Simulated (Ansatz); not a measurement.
ZnS under strain — ³³S NMR of the central transition

Cell: a computed structure from the Materials Project (it need not be an observed phase), relaxed with PBE at fixed cell and then changed (z compressed by 3 %).

```yaml
crystal:
  lattice:
    - [3.80509, 0.00000, 0.00000]
    - [-1.90254, 3.29530, 0.00000]
    - [0.00000, 0.00000, 24.16846]
  atoms:
    - { symbol: Zn, position: [0.33333, 0.66667, 0.12512] }
    - { symbol: Zn, position: [0.00000, 0.00000, 0.00016] }
    - { symbol: Zn, position: [0.66667, 0.33333, 0.62505] }
    - { symbol: Zn, position: [0.66667, 0.33333, 0.87514] }
    - { symbol: Zn, position: [0.00000, 0.00000, 0.75002] }
    - { symbol: Zn, position: [0.33333, 0.66667, 0.50008] }
    - { symbol: Zn, position: [0.00000, 0.00000, 0.37509] }
    - { symbol: Zn, position: [0.66667, 0.33333, 0.25013] }
    - { symbol: S, position: [0.66667, 0.33333, 0.34372] }
    - { symbol: S, position: [0.66667, 0.33333, 0.71858] }
    - { symbol: S, position: [0.33333, 0.66667, 0.21873] }
    - { symbol: S, position: [0.00000, 0.00000, 0.84367] }
    - { symbol: S, position: [0.66667, 0.33333, 0.96881] }
    - { symbol: S, position: [0.00000, 0.00000, 0.09373] }
    - { symbol: S, position: [0.33333, 0.66667, 0.59369] }
    - { symbol: S, position: [0.00000, 0.00000, 0.46869] }
```

Sites (sets of like atoms) are named by element and the number of their first atom in this list.

Method: Kohn–Sham DFT in Ansatz, PBE, plane waves and PAW (field gradients read without the response of the frozen cores, which leaves them typically 4 to 6 % off), scalar-relativistic, 420 eV cutoff, Γ-centred 8×8×2 k-points, Fermi–Dirac smearing 0.02 eV.

³³S has I = 3/2 and Q = -69.40 mb (Pyykkö 2018); at 23.5 T its Larmor frequency is ν₀ = 76.9 MHz. Only the quadrupole interaction is simulated: positions count from each site's isotropic chemical shift, and J coupling is left out, as are shift anisotropy and dipolar coupling, which fast spinning averages.

Question: What does the ³³S spectrum (fast magic-angle spinning) show for each site?

Answer: 

```tsv
site	first shell	C_Q (MHz)	η	P_Q (MHz)	δ_QIS (ppm)	breadth (kHz)
S9	4 Zn at 2.26–2.32 Å	1.00	0.00	1.00	-4.23	0.698
S10	4 Zn at 2.26–2.32 Å	0.949	0.00	0.949	-3.81	0.627
S11	4 Zn at 2.26–2.32 Å	0.983	0.00	0.983	-4.09	0.673
S12	4 Zn at 2.26–2.32 Å	0.585	0.00	0.585	-1.45	0.238
S13	4 Zn at 2.26–2.32 Å	0.658	0.00	0.658	-1.83	0.302
S15	4 Zn at 2.26–2.32 Å	0.994	0.00	0.994	-4.18	0.688
```

δ_QIS = −(ν_Q²/30ν₀²)[I(I+1) − 3/4](1 + η²/3) × 10⁶ ppm with ν_Q = 3|C_Q|/[2I(2I−1)]; it falls as 1/B₀² in ppm, and the breadth as 1/B₀ in kHz.

An axis of threefold or higher order runs through S9, S10, S11, S12, S13 and S15, so V_zz lies along it and η is zero.

At this changed cell the PBE pressure is 5 GPa. The atoms aren't relaxed in the changed cell (largest force 0.3 eV/Å).
